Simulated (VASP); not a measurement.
# GaN (P6_3mc) in VASP: notebook

One crystal, GaN, is run at these levels: PBE; tasks: single point.

Everything below comes from runs of VASP 6.6.1. Logs are shortened: lines on timing, memory, paths and dates and some standing lists are left out, and cuts for length are marked.

### 1 The structure

The structure is hexagonal, space group P6_3mc (No. 186). Conventional cell: a = 3.180 Å, b = 3.180 Å, c = 5.166 Å, α = 90.00°, β = 90.00°, γ = 120.00°. Ga (site symmetry 3m) has 4 N at 1.94 to 1.95 Å as nearest neighbours. N (site symmetry 3m) has 4 Ga at 1.94 to 1.95 Å as nearest neighbours.

### 2 Single point, PBE

Input file INCAR:

```
PREC = Accurate
ENCUT = 700
EDIFF = 1E-7
ISMEAR = 0
SIGMA = 0.05
LREAL = F
LASPH = T
NELM = 100
ALGO = Normal
ISIF = 2
LWAVE = F
LCHARG = F
GGA = PE
ADDGRID = F
```

Input file KPOINTS:

```
Automatic mesh
0
Gamma
  10 10 6
```

Input file POSCAR:

```
GaN
1.0
    3.1800000000      0.0000000000      0.0000000000
   -1.5900000000      2.7539607840      0.0000000000
    0.0000000000      0.0000000000      5.1660000000
Ga N
2 2
Direct
    0.6666666667      0.3333333333      0.5000000000
    0.3333333333      0.6666666667      0.0000000000
    0.6666666667      0.3333333333      0.8750000000
    0.3333333333      0.6666666667      0.3750000000
```

Potentials or basis: VASP PAW PBE potentials, release 64 (Ga, N).

Command:

```bash
$ cat potpaw_PBE.64/Ga/POTCAR potpaw_PBE.64/N/POTCAR > POTCAR
$ mpirun -np 1 vasp_std > vasp.out
```

OUTCAR:

```text
PREC = Accurate
   ENCUT = 700
   EDIFF = 1E-7
   ISMEAR = 0
   LREAL = F
   LASPH = T
   NELM = 100
   ISIF = 2
   GGA = PE

 Found     56 irreducible k-points:

 Following reciprocal coordinates:
            Coordinates               Weight
  0.000000  0.000000  0.000000      1.000000
  0.100000  0.000000  0.000000      6.000000
  0.200000  0.000000  0.000000      6.000000
  0.300000  0.000000  0.000000      6.000000
  0.400000  0.000000  0.000000      6.000000
  0.500000  0.000000  0.000000      3.000000
   k-points           NKPTS =     56   k-points in BZ     NKDIM =     56   number of bands    NBANDS=     12
   number of dos      NEDOS =    301   number of ions     NIONS =      4
   total plane-waves  NPLWV =  37632
   dimension x,y,z NGX =    28 NGY =   28 NGZ =   48
   dimension x,y,z NGXF=    56 NGYF=   56 NGZF=   96
   ions per type =               2   2
   NGX,Y,Z   is equivalent  to a cutoff of  14.64, 14.64, 15.45 a.u.
   NGXF,Y,Z  is equivalent  to a cutoff of  29.28, 29.28, 30.89 a.u.
 SYSTEM =  unknown system
   PREC   = accura    normal or accurate (medium, high low for compatibility)
   ISTART =      0    job   : 0-new  1-cont  2-samecut
   ICHARG =      2    charge: 1-file 2-atom 10-const
   ISPIN  =      1    spin polarized calculation?
   LNONCOLLINEAR =      F non collinear calculations
   LSORBIT =      F    spin-orbit coupling
   LASPH  =      T    aspherical Exc in radial PAW
   ENCUT  =  700.0 eV  51.45 Ry    7.17 a.u.   6.86  6.86 11.14*2*pi/ulx,y,z
   NELM   =    100;   NELMIN=  2; NELMDL= -5     # of ELM steps
   EDIFF  = 0.1E-06   stopping-criterion for ELM
   LREAL  =      F    real-space projection
   EDIFFG = 0.1E-05   stopping-criterion for IOM
   NSW    =      0    number of steps for IOM
   IBRION =     -1    ionic relax: 0-MD 1-quasi-New 2-CG
   NFREE  =      0    steps in history (QN), initial steepest desc. (CG)
   ISIF   =      2    stress and relaxation
   ISYM   =      2    0-nonsym 1-usesym 2-fastsym
   POTIM  = 0.5000    time-step for ionic-motion
   TEBEG  =    0.0;   TEEND  =   0.0 temperature during run
   PSTRESS=    0.0 pullay stress
   NELECT =      16.0000    total number of electrons
   NUPDOWN=      -1.0000    fix difference up-down
   EMIN   =  10.00;   EMAX   =-10.00  energy-range for DOS
   EFERMI =   0.00;   METHOD = LEGACY
   ISMEAR =     0;   SIGMA  =   0.05  broadening in eV -4-tet -1-fermi 0-gaus
   EFERMI_NEDOS =   21; number of points for ismear=-14 and -15
   IALGO  =     38    algorithm
   IMIX   =      4    mixing-type and parameters
     AMIX     =   0.40;   BMIX     =  1.00
     AMIX_MAG =   1.60;   BMIX_MAG =  1.00
  volume/ion in A,a.u.               =      11.31        76.33
  Fermi-wavevector in a.u.,A,eV,Ry     =   1.157715  2.187764 18.235949  1.340304
  Thomas-Fermi vector in A             =   2.294324
   LORBIT       =      0    0 simple, 1 ext, 2 COOP (PROOUT), +10 PAW based schemes
   GGA     = PE    functional components
   LHFCALC =     F    Hartree Fock is set to
   AEXX    =    0.0000 exact exchange contribution
   IVDW    =     0    specifies the selected vdW correction
   LEPSILON=     F    determine dielectric tensor
   LRPA    =     F    only Hartree local field effects (RPA)
 non-spin polarized calculation
 Gauss-broadening in eV      SIGMA  =   0.05
  energy-cutoff  :      700.00
  volume of cell :       45.24
 maximum number of plane-waves:      1926
 NGX is ok and might be reduce to    28
   NGX = 13   NGY = 13   NGZ = 23

 number of electron      16.0000001 magnetization

 Free energy of the ion-electron system (eV)
  ---------------------------------------------------
  ext. energy  EPLUGINS =         0.00000000
  ---------------------------------------------------
  free energy    TOTEN  =       -24.22850297 eV

  energy without entropy =      -24.22850297  energy(sigma->0) =      -24.22850297

 E-fermi :   3.2797     XC(G=0): -10.9093

 val. band max:        3.0735514229   @ k =   0.0000   0.0000   0.0000
 cond. band min:       5.1300397571   @ k =   0.0000   0.0000   0.0000
 fundamental gap:      2.0564883343
 Fermi energy:         3.2796800176

 k-point     1 :       0.0000    0.0000    0.0000
  band No.  band energies     occupation
      1     -12.9213      2.00000
      2     -10.5062      2.00000
      3      -4.0000      2.00000
      4       2.0246      2.00000
      5       2.0246      2.00000
      6       3.0149      2.00000
      7       3.0736      2.00000
      8       3.0736      2.00000
      9       5.1300      0.00000
     10       7.4928      0.00000
     11      12.3995      0.00000
     12      13.1275      0.00000

 k-point     2 :       0.1000    0.0000    0.0000
  band No.  band energies     occupation
      1     -12.7834      2.00000
      2     -10.4153      2.00000
      3      -3.8576      2.00000
      4       1.2998      2.00000
      5       1.8181      2.00000
      6       2.2351      2.00000
      7       2.9151      2.00000
      8       2.9876      2.00000
      9       5.8847      0.00000
     10       8.0925      0.00000
     11      12.0898      0.00000
     12      12.4973      0.00000

 k-point     3 :       0.2000    0.0000    0.0000
  band No.  band energies     occupation
      1     -12.3822      2.00000
      2     -10.1729      2.00000
      3      -3.4536      2.00000
      4      -0.2055      2.00000
      5       0.8563      2.00000
      6       1.3421      2.00000
      7       2.5896      2.00000
      8       2.7443      2.00000
      9       7.0085      0.00000
     10       9.0290      0.00000
     11      11.0054      0.00000
     12      11.9559      0.00000

 k-point     4 :       0.3000    0.0000    0.0000
  band No.  band energies     occupation
      1     -11.7658      2.00000
      2      -9.8845      2.00000
      3      -2.9363      2.00000
      4      -1.6025      2.00000
      5      -0.4949      2.00000
      6       0.8372      2.00000
      7       2.0131      2.00000
      8       2.4370      2.00000
      9       7.8884      0.00000
     10       9.0710      0.00000
     11      10.1605      0.00000
     12      11.6661      0.00000

 k-point     5 :       0.4000    0.0000    0.0000
  band No.  band energies     occupation
      1     -11.0616      2.00000
      2      -9.7463      2.00000
      3      -3.1168      2.00000
      4      -1.9403      2.00000
      5      -1.3541      2.00000
      6       0.4740      2.00000
      7       1.2643      2.00000
      8       2.1933      2.00000
      9       8.2418      0.00000
     10       8.8425      0.00000
     11       9.4708      0.00000
     12      11.7459      0.00000

 k-point     6 :       0.5000    0.0000    0.0000
  band No.  band energies     occupation
      1     -10.6513      2.00000
      2      -9.8062      2.00000
      3      -3.3989      2.00000
      4      -2.1971      2.00000
      5      -1.1625      2.00000
      6       0.3434      2.00000
      7       0.8047      2.00000
      8       2.1020      2.00000
      9       8.2517      0.00000
     10       8.7887      0.00000
     11       9.2330      0.00000
     12      11.8510      0.00000

 [... further k-points ...]

------------------------ aborting loop because EDIFF is reached ----------------------------------------

  FORCE on cell =-STRESS in cart. coord.  units (eV):
  Direction    XX          YY          ZZ          XY          YZ          ZX
  --------------------------------------------------------------------------------------
  -------------------------------------------------------------------------------------
  Total        3.6203808      3.6203808      4.2061279      0.0000000      0.0000000      0.0000000
  in kB      128.2110821    128.2110821    148.9545524      0.0000000      0.0000000      0.0000000
  external PRESSURE =     135.1255722 kB  Pullay stress =       0.0000000 kB

 VOLUME and BASIS-vectors are now :
 -----------------------------------------------------------------------------
  energy-cutoff  :      700.00
  volume of cell :       45.24
      direct lattice vectors                 reciprocal lattice vectors
     3.180000000  0.000000000  0.000000000     0.314465409  0.181556688  0.000000000
    -1.590000000  2.753960784  0.000000000     0.000000000  0.363113377  0.000000000
     0.000000000  0.000000000  5.166000000     0.000000000  0.000000000  0.193573364

 POSITION                                       TOTAL-FORCE (eV/Angst)
 -----------------------------------------------------------------------------------
      1.59000      0.91799      2.58300         0.000000     -0.000000     -0.172001
     -0.00000      1.83597      0.00000         0.000000     -0.000000     -0.172001
      1.59000      0.91799      4.52025         0.000000     -0.000000      0.172001
     -0.00000      1.83597      1.93725        -0.000000      0.000000      0.172001
 -----------------------------------------------------------------------------------
    total drift:                               -0.000000      0.000000     -0.000832

  FREE ENERGIE OF THE ION-ELECTRON SYSTEM (eV)
  ---------------------------------------------------
  free  energy   TOTEN  =       -24.2285029693 eV

  energy  without entropy=      -24.2285029692  energy(sigma->0) =      -24.22850297
```

Run time: 24 s. Hardware: 1 thread of Intel Xeon 6975P-C (Granite Rapids), shared host; peak memory 0.21 GiB.

The run converged, but some of its settings lie outside the range that counts as converged, so its numbers aren't taken as properties of the crystal.

What came out:

```yaml
Free_energy: -24.2285 eV
Pressure: 13.5 GPa
Largest_force: 0.172 eV/Å
Band_gap_on_the_k_mesh: 2.06 eV, direct
```

### 3 Single point, PBE

INCAR is that of step 2.

KPOINTS is that of step 2.

Input file POSCAR:

```
GaN
1.0
    3.1800000000      0.0000000000      0.0000000000
   -1.5900000000      2.7539607840      0.0000000000
    0.0000000000      0.0000000000      5.1660000000
Ga N
2 2
Direct
    0.6521390000      0.3316270000      0.5245870000
    0.3764220000      0.6884330000      0.0161300000
    0.6603830000      0.3218970000      0.8783140000
    0.3311160000      0.6688000000      0.3826530000
```

Potentials or basis: VASP PAW PBE potentials, release 64 (Ga, N).

Command:

```bash
$ cat potpaw_PBE.64/Ga/POTCAR potpaw_PBE.64/N/POTCAR > POTCAR
$ mpirun -np 1 vasp_std > vasp.out
```

Run time: 2 min. Hardware: 1 thread of Intel Xeon 6975P-C (Granite Rapids), shared host; peak memory 0.39 GiB.

These settings aren't checked as converged: the numbers below hold their error.

Results:

| Item | Value |
| --- | --- |
| Free energy | -23.9492 eV |
| Pressure | 15.8 GPa |
| Largest force | 2.697 eV/Å |
| Band gap on the k mesh | 1.85 eV, direct |

### 4 Single point, PBE

Edit INCAR of step 3 so:

```diff
@@ -1,3 +1,3 @@
 PREC = Accurate
-ENCUT = 700
+ENCUT = 550
 EDIFF = 1E-7
```

Input file KPOINTS:

```
Automatic mesh
0
Gamma
  12 12 7
```

Input file POSCAR:

```
GaN
1.0
    3.1800000000      0.0000000000      0.0000000000
   -1.5900000000      2.7539607840      0.0000000000
    0.0000000000      0.0000000000      5.1660000000
Ga N
2 2
Direct
    0.6666666667      0.3333333333      0.5000000000
    0.3333333333      0.6666666667      0.0000000000
    0.6666666667      0.3333333333      0.8750000000
    0.3333333333      0.6666666667      0.3750000000
```

Command:

```bash
$ cat potpaw_PBE.64/Ga/POTCAR potpaw_PBE.64/N/POTCAR > POTCAR
$ mpirun -np 1 vasp_std > vasp.out
```

It took 17 s on 1 thread of Intel Xeon 6975P-C (Granite Rapids), shared host; peak memory 0.18 GiB.

These settings aren't checked as converged: the numbers below hold their error.

What came out:

```
Free energy            : -24.2196 eV
Pressure               : 13.6 GPa
Largest force          : 0.172 eV/Å
Band gap on the k mesh : 2.06 eV, direct
```

### 5 Single point, PBE

INCAR is that of step 4.

KPOINTS is that of step 4.

Input file POSCAR:

```
GaN
1.0
    3.1800000000      0.0000000000      0.0000000000
   -1.5900000000      2.7539607840      0.0000000000
    0.0000000000      0.0000000000      5.1660000000
Ga N
2 2
Direct
    0.6521390000      0.3316270000      0.5245870000
    0.3764220000      0.6884330000      0.0161300000
    0.6603830000      0.3218970000      0.8783140000
    0.3311160000      0.6688000000      0.3826530000
```

Potentials or basis: VASP PAW PBE potentials, release 64 (Ga, N).

Command:

```bash
$ cat potpaw_PBE.64/Ga/POTCAR potpaw_PBE.64/N/POTCAR > POTCAR
$ mpirun -np 1 vasp_std > vasp.out
```

OUTCAR:

```text
PREC = Accurate
   ENCUT = 550
   EDIFF = 1E-7
   ISMEAR = 0
   LREAL = F
   LASPH = T
   NELM = 100
   ISIF = 2
   GGA = PE

 Found    506 irreducible k-points:

 Following reciprocal coordinates:
            Coordinates               Weight
  0.000000  0.000000  0.000000      1.000000
  0.083333  0.000000  0.000000      2.000000
  0.000000  0.083333  0.000000      2.000000
 -0.083333  0.083333  0.000000      2.000000
  0.166667 -0.000000  0.000000      2.000000
[... 168 lines left out ...]

  FORCE on cell =-STRESS in cart. coord.  units (eV):
  Direction    XX          YY          ZZ          XY          YZ          ZX
  --------------------------------------------------------------------------------------
  -------------------------------------------------------------------------------------
  Total        1.9733035      3.9055086      7.5795959     -1.0490761     -0.6621036     -0.2559511
  in kB       69.8819773    138.3085101    268.4215385    -37.1516668    -23.4475378     -9.0641762
  external PRESSURE =     158.8706753 kB  Pullay stress =       0.0000000 kB

 VOLUME and BASIS-vectors are now :
 -----------------------------------------------------------------------------
  energy-cutoff  :      550.00
  volume of cell :       45.24
      direct lattice vectors                 reciprocal lattice vectors
     3.180000000  0.000000000  0.000000000     0.314465409  0.181556688  0.000000000
    -1.590000000  2.753960784  0.000000000     0.000000000  0.363113377  0.000000000
     0.000000000  0.000000000  5.166000000     0.000000000  0.000000000  0.193573364

 POSITION                                       TOTAL-FORCE (eV/Angst)
 -----------------------------------------------------------------------------------
      1.54652      0.91329      2.71002         0.415757      0.123085     -2.660155
      0.10241      1.89592      0.08333        -0.994570     -1.145645     -0.308292
      1.58820      0.88649      4.53737         0.879205      1.122196      2.035767
     -0.01044      1.84185      1.97679        -0.300392     -0.099636      0.932680
 -----------------------------------------------------------------------------------
    total drift:                                0.000124     -0.000071     -0.000837

  FREE ENERGIE OF THE ION-ELECTRON SYSTEM (eV)
  ---------------------------------------------------
  free  energy   TOTEN  =       -23.9403714014 eV

  energy  without entropy=      -23.9403714014  energy(sigma->0) =      -23.94037140
```

stdout:

```text
POSCAR found type information on POSCAR GaN
 POSCAR found :  2 types and       4 ions
 scaLAPACK will be used
 LDA part: xc-table for (Slater+PW92), standard interpolation
 POSCAR, INCAR and KPOINTS ok, starting setup
 FFT: planning ... GRIDC
 FFT: planning ... GRID_SOFT
 FFT: planning ... GRID
 WAVECAR not read
 entering main loop
```

It took 1.8 min on 1 thread of Intel Xeon 6975P-C (Granite Rapids), shared host; peak memory 0.41 GiB.

These settings aren't checked as converged: the numbers below hold their error.

What came out:

```
Free energy            : -23.9404 eV
Pressure               : 15.9 GPa
Largest force          : 2.695 eV/Å
Band gap on the k mesh : 1.85 eV, direct
```
